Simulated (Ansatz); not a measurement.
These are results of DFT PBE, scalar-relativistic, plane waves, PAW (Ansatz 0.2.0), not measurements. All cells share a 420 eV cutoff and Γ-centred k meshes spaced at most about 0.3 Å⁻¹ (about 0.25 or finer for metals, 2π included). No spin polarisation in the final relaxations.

These are static total energies at zero pressure. All come from trial cells, and lower structures may exist.

Question: These unrelaxed guesses for BAs are each relaxed within their symmetry. Order them by the energy at which they end, lowest first.
1.

```
CELL_PARAMETERS angstrom
0.00000 2.34784 2.34784
2.34784 0.00000 2.34784
2.34784 2.34784 0.00000
ATOMIC_POSITIONS crystal
B 0.50000 0.50000 0.50000
As 0.00000 0.00000 0.00000
```

2.

```
CELL_PARAMETERS angstrom
2.96722 0.00000 0.00000
0.00000 3.34931 0.00000
0.00000 0.00000 7.73863
ATOMIC_POSITIONS crystal
B 0.50000 0.50000 0.17805
B 0.50000 0.50000 0.82195
B 0.00000 0.00000 0.50000
As 0.50000 0.00000 0.32195
As 0.00000 0.50000 0.00000
As 0.50000 0.00000 0.67805
```

Answer: 2 (ends in Pmmm, 0 meV/atom), 1 (ends in Fm-3m, rock salt type, 189 meV/atom). Even the lowest end lies +0.68 eV/atom against the elements.

Cells relaxed within their symmetry can be saddle points. The part of the Crystallography Open Database at hand lists BAs in space group No. 216, which no cell shown has. Some types were kept out of the candidates beforehand, so the set may lack a known form.
